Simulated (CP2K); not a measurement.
Set up this calculation in CP2K 2026.2, as the native input.

| Property | Result |
| --- | --- |
| Task | single point |
| Functional | PBE |
| Potentials or basis | POTENTIAL_UZH Zn GTH-PBE-q12, S GTH-PBE-q6; TZVP-MOLOPT-PBE-GTH basis |
| Density cutoff | 6123 eV |
| k mesh | 9 × 9 × 9 |
| Occupations | gaussian, width 0.026 eV |
| Spin | no spin polarisation |
| SCF solver | diagonalisation with k points |
| Quickstep method | GPW |
| EPS_DEFAULT | 1.0E-10 |
| EPS_SCF | 1.0E-6 |
| MAX_SCF | 100 |
| SCF_GUESS | ATOMIC |
| k points reduced by the point group | yes |
| Mesh centred on Gamma | yes |
| CHOLESKY | OFF |
| EPS_EIGVAL | 1.0E-7 |
| MIXING METHOD | BROYDEN_MIXING |
| MIXING ALPHA | 0.4 |
| NBUFFER | 8 |
| NGRIDS | 5 |
| Basis sets | Zn TZVP-MOLOPT-PBE-GTH-q12, S TZVP-MOLOPT-PBE-GTH-q6 |
| Potentials | Zn GTH-PBE-q12 of POTENTIAL_UZH, S GTH-PBE-q6 of POTENTIAL_UZH |
| ADDED_MOS | [10] |
| REL_CUTOFF (Ry) | 60 Ry |
| MIXING BETA (1/bohr) | 1.5 1/bohr |
| CUTOFF of the grids | 450 Ry |

Crystal: ZnS.

```
CELL_PARAMETERS angstrom
3.82121 0.00000 0.00000
1.91060 3.30926 0.00000
1.91060 1.10309 3.12000
ATOMIC_POSITIONS crystal
Zn 0.75000 0.75000 0.75000
S 0.00000 0.00000 0.00000
```

One way to write it, as run:

zns_scf.inp

```
&GLOBAL
  PROJECT zns_scf
  RUN_TYPE ENERGY_FORCE
  PRINT_LEVEL LOW
&END GLOBAL
&FORCE_EVAL
  METHOD QS
  STRESS_TENSOR ANALYTICAL
  &DFT
    BASIS_SET_FILE_NAME BASIS_MOLOPT_UZH
    POTENTIAL_FILE_NAME POTENTIAL_UZH
    &MGRID
      CUTOFF 450
      REL_CUTOFF 60
      NGRIDS 5
    &END MGRID
    &QS
      METHOD GPW
      EPS_DEFAULT 1.0E-10
    &END QS
    &KPOINTS
      SCHEME MONKHORST-PACK 9 9 9
      GAMMA_CENTERED T
      SYMMETRY T
      SYMMETRY_BACKEND SPGLIB
    &END KPOINTS
    &SCF
      SCF_GUESS ATOMIC
      EPS_SCF 1.0E-6
      MAX_SCF 100
      ADDED_MOS 10
      CHOLESKY OFF
      EPS_EIGVAL 1.0E-7
      &DIAGONALIZATION ON
        ALGORITHM STANDARD
      &END DIAGONALIZATION
      &MIXING ON
        METHOD BROYDEN_MIXING
        ALPHA 0.4
        BETA 1.5
        NBUFFER 8
      &END MIXING
      &SMEAR ON
        METHOD GAUSSIAN
        SIGMA [eV] 0.026000000000000002
      &END SMEAR
    &END SCF
    &XC
      &XC_FUNCTIONAL
        &GGA_X_PBE
        &END GGA_X_PBE
        &GGA_C_PBE
        &END GGA_C_PBE
      &END XC_FUNCTIONAL
    &END XC
    &PRINT
      &KPOINTS ON
      &END KPOINTS
      &MULLIKEN ON
      &END MULLIKEN
      &MO ON
        ENERGIES T
        OCCUPATION_NUMBERS T
        &EACH
          QS_SCF 0
        &END EACH
        ADD_LAST NUMERIC
      &END MO
      &LOWDIN ON
      &END LOWDIN
      &HIRSHFELD ON
        SHAPE_FUNCTION DENSITY
      &END HIRSHFELD
    &END PRINT
  &END DFT
  &SUBSYS
    &CELL
      A 3.8212050455 0.0000000000 0.0000000000
      B 1.9106025228 3.3092606425 0.0000000000
      C 1.9106025228 1.1030868808 3.1200008547
      PERIODIC XYZ
    &END CELL
    &COORD
      SCALED
      Zn  0.7500000000 0.7500000000 0.7500000000
      S   0.0000000000 0.0000000000 0.0000000000
    &END COORD
    &KIND Zn
      BASIS_SET TZVP-MOLOPT-PBE-GTH-q12
      POTENTIAL GTH-PBE-q12
    &END KIND
    &KIND S
      BASIS_SET TZVP-MOLOPT-PBE-GTH-q6
      POTENTIAL GTH-PBE-q6
    &END KIND
    &PRINT
      &ATOMIC_COORDINATES ON
      &END ATOMIC_COORDINATES
      &CELL ON
      &END CELL
      &SYMMETRY ON
      &END SYMMETRY
    &END PRINT
  &END SUBSYS
  &PRINT
    &FORCES ON
    &END FORCES
    &STRESS_TENSOR ON
    &END STRESS_TENSOR
  &END PRINT
&END FORCE_EVAL
```

Potentials or basis: POTENTIAL_UZH Zn GTH-PBE-q12, S GTH-PBE-q6; TZVP-MOLOPT-PBE-GTH basis.

The run is started by

```bash
$ OMP_NUM_THREADS=1 cp2k.psmp -i zns_scf.inp -o zns_scf.out
```

It gave:

* Pressure: 2.0 GPa
* Band gap on the k mesh: 2.07 eV, direct
* Mulliken charges: Zn +0.40; S -0.40 e
* Hirshfeld charges: Zn +0.24; S -0.24 e

Caveat: Mulliken charges move with the basis; the basis of atomic orbitals isn't converged, which shifts pressures, moduli and gaps.

Run time: 62 s on 1 thread of Arm Neoverse V2, on a shared host, peak memory 0.34 GiB.
